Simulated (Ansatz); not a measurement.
## CaF₂, space group Fm-3m: a scan of one input key, step by step

Program: Ansatz's Python interface.

Contents of `caf2.vasp`:
```text
CaF2
1.0
   0.00000000    2.73100000    2.73100000
   2.73100000    0.00000000    2.73100000
   2.73100000    2.73100000    0.00000000
Ca F
1 2
Direct
   0.00000000    0.00000000    0.00000000
   0.25000000    0.25000000    0.25000000
   0.75000000    0.75000000    0.75000000
```

The cells in order, each with its output:

```python
import warnings

import ansatz
from ase.io import read
```

```python
warnings.simplefilter("ignore", ansatz.DeckWarning)
```

```python
atoms = read("caf2.vasp", format="vasp")
crystal = ansatz.Crystal.from_ase(atoms)

len(crystal.resolved().sites)
```

    3

```python
job = (
    crystal.calculation()
    .pseudopotentials("paw")
    .kpoints(length=16)
    .occupations(ansatz.OccupationsMethod.FIXED)
    .band_table()
)
typed = job.input()
rows = []
for value in [0.0001, 1e-06, 1e-08]:
    edited = typed.set(ansatz.key.scf.convergence.dr2_threshold, value)
    report = ansatz.Session.from_dict(edited).plan().execute().report
    rows.append((value, report["free_energy_ev"], report["n_iterations"], len(report["eigenvalues_ev"][0]) if "eigenvalues_ev" in report else 0))
for row in rows:
    print("; ".join(f"{name} = {round(v, 4) if isinstance(v, float) else v}" for name, v in zip(["threshold eV", "F eV", "iterations", "bands listed"], row)))
```

    threshold eV = 0.0001; F eV = -3439.8033; iterations = 6; bands listed = 16
    threshold eV = 0.0; F eV = -3439.8033; iterations = 6; bands listed = 16
    threshold eV = 0.0; F eV = -3439.8033; iterations = 7; bands listed = 16

Notes:
- Absolute energies stand on the zero of these potentials, so only differences at equal settings mean something. A total without «per atom» is that of the cell as typed.
- No functional is typed, so the default, PBE, holds.
- The starting cell is as deposited in a crystallographic database; the results hold for this polymorph, which needn't be the stable one.
- Wall time of the script: 2.1 s on 1 thread of Arm Neoverse V1 (shared host), peak memory 0.38 GiB.

(Lines on the test bed's own set-up are left out of the output.)
